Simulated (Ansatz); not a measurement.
**PbS (h-MgO (five-fold) type): maximally localised Wannier functions**

Aim: build maximally localised Wannier functions for PbS (h-MgO (five-fold) type) from several sets of trial orbitals, and check spreads and centres, and how well the models interpolate the bands. The runs, in order: PBE, anion s p, 6×6×4; PBE, anion s p, 6×6×2; PBE, anion p, 6×6×4; PBE, all s p, disentangled, 6×6×4; r2SCAN, anion s p, 6×6×4; r2SCAN, anion p, 6×6×4; HSE06, anion s p, 6×6×4; HSE06, anion p, 6×6×4 (level, trial orbitals, Wannier mesh).

Method: plane waves, PAW, in Ansatz 0.2.0.

1 further run of the same task is left out (it didn't finish).

### 1 The system as given

The structure is hexagonal, space group P6_3/mmc (No. 194). Conventional cell: a = 4.997 Å, b = 4.997 Å, c = 5.997 Å, α = 90.00°, β = 90.00°, γ = 120.00°. Pb (site symmetry -6m2) is surrounded by 5 S at 2.89 to 3.00 Å. S (site symmetry -6m2) has 5 Pb at 2.89 to 3.00 Å as nearest neighbours.

Structure file:

```
Pb S
1.0
     4.99709    0.00000    0.00000
    -2.49854    4.32761    0.00000
     0.00000    0.00000    5.99707
Pb S
2 2
Direct
  0.33333 0.66667 0.25000
  0.66667 0.33333 0.75000
  0.66667 0.33333 0.25000
  0.33333 0.66667 0.75000
```

Cell and atoms come from an earlier r2SCAN relaxation. No run includes spin-orbit coupling, which matters for Pb.

### 2 PBE, anion s p, 6×6×4

File input.yaml:

```yaml
crystal:
  lattice:
    - [4.9970879619, 0.0, 0.0]
    - [-2.4985439809, 4.3276051199, 0.0]
    - [0.0, 0.0, 5.9970707141]
  atoms:
    - { symbol: Pb, position: [0.3333333333, 0.6666666667, 0.25] }
    - { symbol: Pb, position: [0.6666666667, 0.3333333333, 0.75] }
    - { symbol: S, position: [0.6666666667, 0.3333333333, 0.25] }
    - { symbol: S, position: [0.3333333333, 0.6666666667, 0.75] }
kpoints:
  mp_grid: { grid: [6, 6, 4] }
  band_path:
    path:
      - [[0.0, 0.0, 0.0], [0.5, -4.363292015109e-17, 0.0], [0.3333333333333, 0.3333333333333, 0.0], [0.0, 0.0, 0.0], [0.0, 0.0, 0.5], [0.5, -4.363292015109e-17, 0.5], [0.3333333333333, 0.3333333333333, 0.5], [0.0, 0.0, 0.5]]
      - [[0.5, -4.363292015109e-17, 0.5], [0.5, -4.363292015109e-17, 0.0]]
      - [[0.3333333333333, 0.3333333333333, 0.5], [0.3333333333333, 0.3333333333333, 0.0]]
    npoints: 10
hamiltonian:
  xc: pbe
scf:
  occupations: { method: fixed }
  n_extra_bands: 6
output:
  forces: false
  stress: false
  eigenvalues: true
  wannier:
    kmesh: [6, 6, 4]
    projections: [{ species: S, l: s, shell: 3 }, { species: S, l: p, shell: 3 }]
    minimise: true
    write_hr: true
    conv_tol: 1.0e-08
    max_iter: 3000
```

Launch:

```bash
$ ansatz run input.yaml --threads 4 --pin off --max-ram 3686MiB --backend cpu --events-out ev --progress --plain --runs-dir out
```

The log of the run:

```text
Warning: RAYON_NUM_THREADS=4 ignored (pool sized by the plan → 4); use --threads N
scf.n_extra_bands = 6 over 20 filled bands (N_el = 40.0): the run solves 26 bands
Engine: ansatz 0.2.0, aarch64-unknown-linux-gnu
Pseudopotentials: kind: paw
Pseudopotential: Pb, paw, valence charge 14, recommended cutoff 420 eV (normal), Pb.paw.azcp
Pseudopotential: S, paw, valence charge 6, recommended cutoff 420 eV (normal), S.paw.azcp
Functional definition: PBE
  parameter kappa = 0.804
  parameter beta = 0.06672455060314922
  exchange = pbe_x(kappa = kappa, mu = beta*pi^2/3)
  correlation = pbe_c(beta = beta)
Crystal: 4 atoms, lattice volume = 129.689 Å³
Basis set: ecut = 420 eV, 2523 PW (Γ)
Bands: 26, of which v1, the nominal top of the filled ones, is band 20 counted from 1 (19 counted from 0)
Symmetry: 24 space group operations
Space group: P63/mmc (ITA 194), of the structure as read, at distance tolerance 5.1e-5 Å
k-points: 21 of 144
Non-local potential: Pb, projectors of the file, l = 0: 2, l = 1: 2, l = 2: 2, l = 3: 2
Non-local potential: S, projectors of the file, l = 0: 2, l = 1: 2, l = 2: 2
PAW form: soft (Blöchl's): semilocal exchange-correlation on the pseudo side does not see the compensation charge
PAW one-centre angular grid: Pb, 590 points (default); XC on 64 Gauss nodes
PAW one-centre angular grid: S, 110 points (default); XC on 64 Gauss nodes
Initial density: superposition of atomic densities (neutral atoms: chi_scale 0, normalization atom), corrected by the library's trained network
Initial wavefunctions: pseudopotential atomic-orbital guess
Functional: x = pbe(κ = 0.804, μ = 0.2195149727645171), c = pbe(β = 0.06672455060314922)
SCF iter   1: F=—  HF=-25618.828591 eV  |F-HF|=—  |Δ(HF+E_count)|=         —  Δρ=1.52e-3  dr2=6.77e-3  ethr=1.77e-3  ⟨swp⟩=4.9  Hψ=2148  notcnv=0  defer=80
preconditioner: auto → Resta (q_TF=auto, 2.243 Å⁻¹)  ε∞=3.1  [insulator: Δε(μ)=1.444 eV  Ē_g=14.296 eV  n_scr=22 (ndim 8)  ℏωp=20.6 eV  f_vac=0.123  ε∞_Penn≈3.1]
SCF iter   2: F=—  HF=-25618.825710 eV  |F-HF|=—  |Δ(HF+E_count)|=   2.88e-3  Δρ=6.85e-4  dr2=1.14e-3  ethr=1.69e-5  ⟨swp⟩=2.9  Hψ=1154  notcnv=0  defer=82
SCF iter   3: F=—  HF=-25618.826124 eV  |F-HF|=—  |Δ(HF+E_count)|=   4.14e-4  Δρ=2.91e-4  dr2=2.90e-4  ethr=2.85e-6  ⟨swp⟩=2.3  Hψ=690  notcnv=0  defer=82
SCF iter   4: F=—  HF=-25618.826352 eV  |F-HF|=—  |Δ(HF+E_count)|=   2.28e-4  Δρ=7.50e-5  dr2=1.82e-5  ethr=7.26e-7  ⟨swp⟩=2.0  Hψ=728  notcnv=0  defer=82
SCF iter   5: F=—  HF=-25618.826387 eV  |F-HF|=—  |Δ(HF+E_count)|=   3.54e-5  Δρ=3.15e-5  dr2=1.47e-6  ethr=4.55e-8  ⟨swp⟩=2.2  Hψ=743  notcnv=0  defer=46
SCF iter   6: F=-25618.826396 eV  HF=-25618.826395 eV  |F-HF|=3.20e-7  |Δ(HF+E_count)|=   7.98e-6  Δρ=4.85e-6  dr2=3.17e-8  ethr=2.50e-10  ⟨swp⟩=7.3  Hψ=2862  notcnv=0
SCF 1 converged in 6 iterations: F = -25618.826396 eV  dr2 = 3.17e-8
NSCF: frozen V_eff on 93 k-points
NSCF: frozen V_eff on 25 k-points
the Wannier pass solved 25 of the 144 points of its mesh, and has the states at the others by symmetry: states obtained by the crystal's operations at points that were solved too leave a residual of 1.95e-13 eV (read by the count's bands and the next), within 5.56e-6 eV
SCF converged after 6 iterations
Free energy (F): -25618.826396 eV
Harris-Foulkes:  -25618.826395 eV  (|F-HF|=3.20e-7)
Internal energy: -25618.826396 eV  (E = F + TS)
E sigma→0 (E₀):  -25618.826396 eV
Fermi energy:    5.829676 eV
--- Per-component energies (eV) ---
  E_band       = -205.805764
  E_kinetic    = 785.911865
  E_local      = -3001.914484  (includes V_loc(G=0)·N_el)
  E_nonlocal   = 756.846661
  E_hartree    = 1181.752427
  E_xc         = -636.203844
  E_vxc        = -439.682588  (∫ρ·V_xc dr)
  E_paw        = -22006.541235  (= ΣΔE_a)
  E_vpaw       = -670.475621  (= ΣTr[D̂ρ^β])
  E_aug_tail   = 0.000099  (compensation charges beyond the density's cutoff)
  E_ewald      = -2698.677884
  E_smearing   = -0.000000  (= −TS)
  E_closure    = -0.000000  (closes the sum)
  Σ components = -25618.826396   (vs F -25618.826396, Δ=0.00e0)
--- Band table (eV; the first three rows and the last of 21) ---
  k-point 0: bands = ["-10.9396", "-10.8473", "-10.8473", "-10.8467", "-10.8467", "-10.8455", "-10.8455", "-10.8197", "-10.7967", "-10.7967", "-7.1484", "-5.7089", "-1.1038", "-0.0808", "1.3057", "2.8028", "2.8028", "3.9339", "3.9493", "3.9493", "7.8528", "7.8528", "9.1914", "9.1914", "10.8999", "11.2078"]
  k-point 1: bands = ["-10.9146", "-10.8592", "-10.8592", "-10.8525", "-10.8525", "-10.8288", "-10.8262", "-10.8262", "-10.7987", "-10.7987", "-6.9871", "-5.9763", "-1.2998", "-0.5386", "2.4294", "2.9663", "2.9663", "3.7864", "3.7864", "4.6940", "7.8551", "7.8551", "8.7865", "8.7865", "9.1504", "10.2623"]
  k-point 2: bands = ["-10.8637", "-10.8637", "-10.8603", "-10.8603", "-10.8603", "-10.8603", "-10.8083", "-10.8083", "-10.8083", "-10.8083", "-6.5348", "-6.5348", "-1.1537", "-1.1537", "3.3742", "3.3742", "3.3742", "3.3742", "4.5226", "4.5226", "8.1487", "8.1487", "8.1487", "8.1487", "8.4011", "8.4011"]
  k-point 20: bands = ["-10.8688", "-10.8688", "-10.8498", "-10.8498", "-10.8406", "-10.8406", "-10.8184", "-10.8184", "-10.8153", "-10.8153", "-6.0476", "-6.0476", "-2.5552", "-2.5552", "2.2983", "2.2983", "4.4093", "4.4093", "5.8297", "5.8297", "7.2487", "7.2487", "8.6206", "8.6206", "9.9258", "9.9258"]
Wannier search: line search 1 of at most 3000: gauge-dependent spread (as the search counts it) 3.5666535 Å², largest recent change 4.0e-1 Å² and fall left 1.0e-2 Å² against conv_tol 1.0e-8 Å², 0 stops escaped
```

Wall time 4 s (4 threads of Arm Neoverse V2, shared host); peak memory 0.42 GiB.

wannier.win, as written (k points left out):

```
! ansatz wannier90 interface
! projections by site (counted from 0) and shell: 2 3S, 3 3S, 2 3P, 3 3P
! states of the run's bands (counted from 1): 11-12, 15-20
! their least projectability: 0.4678
num_bands = 8
num_wann  = 8
num_iter  = 2000
conv_tol = 1e-8
conv_window = 5
guiding_centres = true
shell_list = 2 1
write_hr = true

begin unit_cell_cart
Ang
  4.997087961870668  -2.8867406373791627e-11  0.0
  -2.498543980910334  4.327605119939837  0.0
  0.0  0.0  5.9970707141
end unit_cell_cart

begin atoms_frac
Pb  0.3333333333333333  0.6666666666666666  0.25
Pb  0.6666666666666666  0.3333333333333333  0.75
S  0.6666666666666666  0.3333333333333333  0.25
S  0.3333333333333333  0.6666666666666666  0.75
end atoms_frac

mp_grid = 6 6 4
```

wannier.win names the bands that the functions span: 11-12, 15-20 (counted from 1; 20 are filled).

The head of wannier.spreads.toml:

```toml
omega_i_ang2 = 23.70244282472322
omega_d_ang2 = 0.08465492443868601
omega_od_ang2 = 1.7447534090819248
omega_total_ang2 = 25.531851158243832
least_projectability = 0.46784369305318585
b_vectors_match_mmn = true
n_iter = 49
converged = true
rejected_fitted_steps = 1
```

The functions (centres in Å, on-site energies from the top of the filled bands):

| n | x | y | z | spread (Å²) | on-site (eV) | nearest atoms | distance (Å) |
| --- | --- | --- | --- | --- | --- | --- | --- |
| 1 | 2.499 | 1.443 | 1.646 | 3.922 | -2.436 | S3 | 0.15 |
| 2 | 0.555 | 2.565 | 4.542 | 2.948 | -5.427 | S4 | 0.64 |
| 3 | 1.943 | 1.763 | 1.455 | 2.948 | -5.427 | S3 | 0.64 |
| 4 | 3.054 | 1.763 | 1.455 | 2.948 | -5.427 | S3 | 0.64 |
| 5 | 2.499 | 0.802 | 1.455 | 2.948 | -5.427 | S3 | 0.64 |
| 6 | 0.000 | 2.885 | 4.351 | 3.922 | -2.436 | S4 | 0.15 |
| 7 | -0.555 | 2.565 | 4.542 | 2.948 | -5.427 | S4 | 0.64 |
| 8 | 0.000 | 3.526 | 4.542 | 2.948 | -5.427 | S4 | 0.64 |

The largest hoppings ⟨m, 0|H|n, R⟩, one of each Hermitian pair (signs follow the phases of the functions):

| m | n | R | distance (Å) | t (eV) |
| --- | --- | --- | --- | --- |
| 4 | 5 | 0 0 0 | 1.11 | 3.213 |
| 3 | 5 | 0 0 0 | 1.11 | -3.213 |
| 3 | 4 | 0 0 0 | 1.11 | 3.213 |
| 2 | 7 | 0 0 0 | 1.11 | 3.213 |
| 2 | 8 | 0 0 0 | 1.11 | -3.213 |
| 7 | 8 | 0 0 0 | 1.11 | 3.213 |
| 2 | 6 | 0 0 0 | 0.67 | 0.785 |
| 6 | 7 | 0 0 0 | 0.67 | -0.785 |

Interpolated bands at the corners of the path, eV from the top of the filled bands:

| point | e1 | e2 | e3 | e4 | e5 | e6 | e7 | e8 |
| --- | --- | --- | --- | --- | --- | --- | --- | --- |
| Γ | -12.98 | -11.54 | -4.52 | -3.03 | -3.03 | -1.90 | -1.88 | -1.88 |
| M | -12.25 | -11.70 | -3.70 | -3.68 | -2.86 | -2.26 | -2.08 | -0.72 |
| K | -11.94 | -11.94 | -4.25 | -3.28 | -3.28 | -2.63 | -0.58 | -0.58 |
| Γ | -12.98 | -11.54 | -4.52 | -3.03 | -3.03 | -1.90 | -1.88 | -1.88 |
| A | -12.36 | -12.36 | -2.46 | -2.46 | -2.46 | -2.46 | -1.31 | -1.31 |
| L | -11.94 | -11.94 | -3.02 | -3.02 | -1.88 | -1.88 | -0.63 | -0.63 |
| H | -11.88 | -11.88 | -3.53 | -3.53 | -1.42 | -1.42 | 0.00 | 0.00 |
| A | -12.36 | -12.36 | -2.46 | -2.46 | -2.46 | -2.46 | -1.31 | -1.31 |
| L | -11.94 | -11.94 | -3.02 | -3.02 | -1.88 | -1.88 | -0.63 | -0.63 |
| M | -12.25 | -11.70 | -3.70 | -3.68 | -2.86 | -2.26 | -2.08 | -0.72 |
| H | -11.88 | -11.88 | -3.53 | -3.53 | -1.42 | -1.42 | 0.00 | 0.00 |
| K | -11.94 | -11.94 | -4.25 | -3.28 | -3.28 | -2.63 | -0.58 | -0.58 |

Along the path each interpolated band stays within 0.00, 0.00, 0.03, 0.03, 0.06, 0.04, 0.08, 0.11 eV of the nearest computed level, from the lowest band up.

### 3 PBE, anion s p, 6×6×2

Edit input.yaml of step 2 so:

```diff
@@ -28,3 +28,3 @@
   wannier:
-    kmesh: [6, 6, 4]
+    kmesh: [6, 6, 2]
     projections: [{ species: S, l: s, shell: 3 }, { species: S, l: p, shell: 3 }]
```

Launch:

```bash
$ ansatz run input.yaml --threads 4 --pin off --max-ram 3686MiB --backend cpu --events-out ev --progress --plain --runs-dir out
```

The log of the run, shortened:

```text
Warning: RAYON_NUM_THREADS=4 ignored (pool sized by the plan → 4); use --threads N
scf.n_extra_bands = 6 over 20 filled bands (N_el = 40.0): the run solves 26 bands
[...]
[... 4 set-up lines as earlier in the session ...]
[...]
Crystal: 4 atoms, lattice volume = 129.689 Å³
[...]
SCF converged after 6 iterations
Free energy (F): -25618.826396 eV
[...]
E sigma→0 (E₀):  -25618.826396 eV
Fermi energy:    5.829676 eV
[...]
--- Band table (eV; the first three rows and the last of 21) ---
[... band rows left out ...]
[...]
Wannier search: line search 1 of at most 3000: gauge-dependent spread (as the search counts it) 3.5600922 Å², largest recent change 3.9e-1 Å² and fall left 1.4e-2 Å² against conv_tol 1.0e-8 Å², 0 stops escaped
```

Wall time 3.5 s (4 threads of Arm Neoverse V2, shared host); peak memory 0.41 GiB.

wannier.win names the bands that the functions span: 11-12, 15-20 (counted from 1; 20 are filled).

The head of wannier.spreads.toml:

```toml
omega_i_ang2 = 21.091792719985733
omega_d_ang2 = 0.08709956484019217
omega_od_ang2 = 1.7401386904804559
omega_total_ang2 = 22.91903097530638
least_projectability = 0.46784369311988594
b_vectors_match_mmn = true
n_iter = 41
converged = true
rejected_fitted_steps = 2
```

The functions (centres in Å, on-site energies from the top of the filled bands):

| n | x | y | z | spread (Å²) | on-site (eV) | nearest atoms | distance (Å) |
| --- | --- | --- | --- | --- | --- | --- | --- |
| 1 | 3.053 | 1.763 | 1.549 | 2.904 | -5.421 | S3 | 0.64 |
| 2 | -0.555 | 2.565 | 4.547 | 2.904 | -5.421 | S4 | 0.64 |
| 3 | 2.499 | 1.443 | 1.302 | 2.748 | -2.381 | S3 | 0.20 |
| 4 | 1.944 | 1.763 | 1.549 | 2.904 | -5.421 | S3 | 0.64 |
| 5 | 2.499 | 0.802 | 1.549 | 2.904 | -5.421 | S3 | 0.64 |
| 6 | 0.000 | 2.885 | 4.301 | 2.748 | -2.381 | S4 | 0.20 |
| 7 | 0.555 | 2.565 | 4.547 | 2.904 | -5.421 | S4 | 0.64 |
| 8 | 0.000 | 3.525 | 4.547 | 2.904 | -5.421 | S4 | 0.64 |

Along the path each interpolated band stays within 0.01, 0.01, 0.22, 0.20, 0.19, 0.19, 0.24, 0.30 eV of the nearest computed level, from the lowest band up.

[end of part 1 of 3]
